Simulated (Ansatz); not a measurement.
The cell below belongs to a search over invented structures; it isn't taken from experiment.

Input and command of a plane-wave DFT calculation in Ansatz:

```yaml
crystal:
  lattice:
    - [4.25735894, 0.0, 0.0]
    - [-0.211191539, 4.3313317038, 0.0]
    - [-1.6830475324, -0.1722776834, 6.2369511864]
  atoms:
    - { symbol: Pb, position: [0.8747740309, 0.7210841011, 0.7369569945] }
    - { symbol: Pb, position: [0.1252259691, 0.2789158989, 0.2630430055] }
    - { symbol: S, position: [0.3217928475, 0.2626417924, 0.689161077] }
    - { symbol: S, position: [0.6782071525, 0.7373582076, 0.310838923] }
basis:
  ecutwfc: 420
kpoints:
  mp_grid: { grid: [8, 6, 6] }
hamiltonian:
  xc: pbe
scf:
  occupations: { method: gaussian, width: 0.02 }
output:
  forces: true
  stress: true
  eigenvalues: true
relax:
  adjacent_minimum: "off"
  f_tol: 0.01
  max_steps: 80
  cell: { stress_tol: 0.05 }
```

```bash
ansatz run input.yaml --threads 1 --pin off --max-ram 2048MiB --backend cpu --events-out ev --progress --plain --runs-dir out
```

Processor: Intel(R) Xeon(R) 6975P-C (Granite Rapids), 1 thread, on a host shared with other jobs.

Q: Estimate time, memory and problem size.

A: About 2.8 min, peak memory 0.65 GiB. It solves 24 bands at 148 k points (after reduction by symmetry) with about 2101 plane waves (on the last cell), in 72 SCF iterations over 13 ionic steps.
